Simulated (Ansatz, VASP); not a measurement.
This is a calculation of NiSb (Breithauptite) for Ansatz 0.2.0.

Contents of input.yaml:

```yaml
crystal:
  lattice:
    - [3.928, 0.0, 0.0]
    - [-1.964, 3.4017477861, 0.0]
    - [0.0, 0.0, 5.12]
  atoms:
    - { symbol: Sb, position: [0.6666666667, 0.3333333333, 0.75] }
    - { symbol: Sb, position: [0.3333333333, 0.6666666667, 0.25] }
    - { symbol: Ni, position: [0.0, 0.0, 0.5], spin: 1.0 }
    - { symbol: Ni, position: [0.0, 0.0, 0.0], spin: 1.0 }
hamiltonian:
  xc: rpbe
  pseudopotentials: { kind: paw }
magnetization:
  spin_polarized: true
kpoints:
  mp_grid: { grid: [8, 8, 5] }
scf:
  occupations: { method: gaussian, width: 0.1 }
output:
  forces: true
  stress: true
  eigenvalues: true
```

Potentials or basis: Ansatz PAW.

Run with:

```bash
$ ansatz run input.yaml --threads 1 --pin off --max-ram 3584MiB --backend cpu --events-out ev --progress --plain --runs-dir out
```

Question: Set up the same calculation for VASP 6.6.1. Potentials there: VASP PAW PBE potentials, release 64 (Sb, Ni).

Answer: As run (the cutoff follows the program's own potentials):

The input run.py:

```python
from ase import Atoms
from ase.calculators.vasp import Vasp
from ase.dft.bandgap import bandgap

atoms = Atoms(
    ['Sb', 'Sb', 'Ni', 'Ni'],
    cell=[[3.928, 0.0, 0.0], [-1.964, 3.4017477861, 0.0], [0.0, 0.0, 5.12]],
    scaled_positions=[[0.6666666667, 0.3333333333, 0.75], [0.3333333333, 0.6666666667, 0.25], [0.0, 0.0, 0.5], [0.0, 0.0, 0.0]],
    pbc=True,
)
atoms.set_initial_magnetic_moments([0.0, 0.0, 1.0, 1.0])
calc = Vasp(
    directory='calc',
    xc='rpbe',
    pp='PBE',
    setups='minimal',
    prec='Accurate',
    encut=500,
    ediff=1e-07,
    ismear=0,
    sigma=0.1,
    lreal=False,
    lasph=True,
    nelm=150,
    algo='Normal',
    isif=2,
    lwave=False,
    lcharg=False,
    ispin=2,
    lorbit=11,
    lmaxmix=4,
    kpts=[8, 8, 5],
    gamma=True,
    nbands=27,
)
atoms.calc = calc

print('energy (eV):', atoms.get_potential_energy())
print('free energy (eV):', atoms.get_potential_energy(force_consistent=True))
print('forces (eV/A):')
print(atoms.get_forces())
print('stress (eV/A^3, Voigt):', atoms.get_stress())
print('Fermi level (eV):', calc.get_fermi_level())
print('moment (muB):', atoms.get_magnetic_moment())
print('site moments (muB):', atoms.get_magnetic_moments())
gap, top, bottom = bandgap(calc)
print('band gap (eV):', gap, 'from (spin, k, band)', top, 'to', bottom)
```

Potentials or basis: VASP PAW PBE potentials, release 64 (Sb, Ni).

Run with:

```sh
$ python run.py
```

Both were run:

|  | VASP | Ansatz | Ansatz less VASP |
| --- | --- | --- | --- |
| gap on the k mesh at the Fermi level (eV) | none | none | - |
| pressure (GPa) | 6.4 | 6.6 | +0.24 |
| largest component of the traceless stress (GPa) | 0.26 | 0.41 | +0.149 |
| net moment per atom (μB) | 0.00 | 0.00 | 0.000 |

A gap of «none» marks a metal or a gap that the smearing closes. The functional is the same, so the differences come from potentials, cutoffs and numerics. The two sets of potentials don't hold the same shells in valence.

Caveats: the PAW data sets were made with another functional, which shifts forces and pressure a little (VASP); the PAW data sets come from PBE, with cores solved anew for the run's functional, which leaves a small shift of forces and pressure (Ansatz); the starting moments weren't kept (Ansatz). The runs have no spin-orbit coupling, so splittings on Sb are missing.
